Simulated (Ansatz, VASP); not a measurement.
This is a calculation of Al for VASP 6.6.1.

Contents of INCAR:

```
SYSTEM = Al
ALGO = Normal
EDIFF = 1E-6
ENCUT = 520
GGA = PS
ISIF = 2
ISMEAR = -1
LASPH = .True.
LCHARG = .False.
LREAL = .False.
LWAVE = .False.
NBANDS = 10
NELM = 100
PREC = Accurate
SIGMA = 0.05
```

KPOINTS

```
k-points
0
Gamma
  11 11 6
  0 0 0
```

The input POSCAR:

```
Al
1.0
    2.7744445386      0.0000000000      0.0000000000
   -1.3872222692      2.4027394518      0.0000000000
    0.0000000000      0.0000000000      4.8010736936
Al
2
Direct
    0.3333333333      0.6666666667      0.2500000000
    0.6666666667      0.3333333333      0.7500000000
```

Potentials or basis: VASP PAW PBE potentials, release 64 (Al).

Run with:

```bash
$ cat potpaw_PBE.64/Al/POTCAR > POTCAR
$ mpirun -np 1 vasp_std > vasp.out
```

**Question.** Set up the same calculation for Ansatz 0.2.0. Potentials there: all-electron LAPW, scalar-relativistic.

**Answer.** As run (the cutoff follows the program's own potentials):

The input input.yaml:

```yaml
crystal:
  lattice:
    - [2.7744445386, 0.0, 0.0]
    - [-1.3872222692, 2.4027394518, 0.0]
    - [0.0, 0.0, 4.8010736936]
  atoms:
    - { symbol: Al, position: [0.3333333333, 0.6666666667, 0.25] }
    - { symbol: Al, position: [0.6666666667, 0.3333333333, 0.75] }
kpoints:
  mp_grid: { grid: [11, 11, 6] }
scf:
  occupations: { method: fermi_dirac, width: 0.05 }
hamiltonian:
  xc: pbesol
  pseudopotentials: { kind: all_electron, lapw: { basis_error: 0.0005 } }
output:
  forces: true
  stress: true
  eigenvalues: true
```

Potentials or basis: all-electron LAPW, scalar-relativistic.

The run is started by

```sh
$ ansatz run input.yaml --threads 1 --pin off --max-ram 3072MiB --backend cpu --events-out ev --progress --plain --runs-dir out
```

Both were run:

|  | VASP | Ansatz | Ansatz less VASP |
| --- | --- | --- | --- |
| gap on the k mesh at the Fermi level (eV) | none | none | - |
| pressure (GPa) | 2.0 | 2.0 | -0.07 |
| largest component of the traceless stress (GPa) | 3.89 | 3.85 | -0.039 |

A gap of «none» marks a metal or a gap that the smearing closes. Ansatz ran all-electron here, so the differences hold the error of VASP's frozen core and of both bases.

Caveats: the PAW data sets were made with another functional, which shifts forces and pressure a little (VASP).
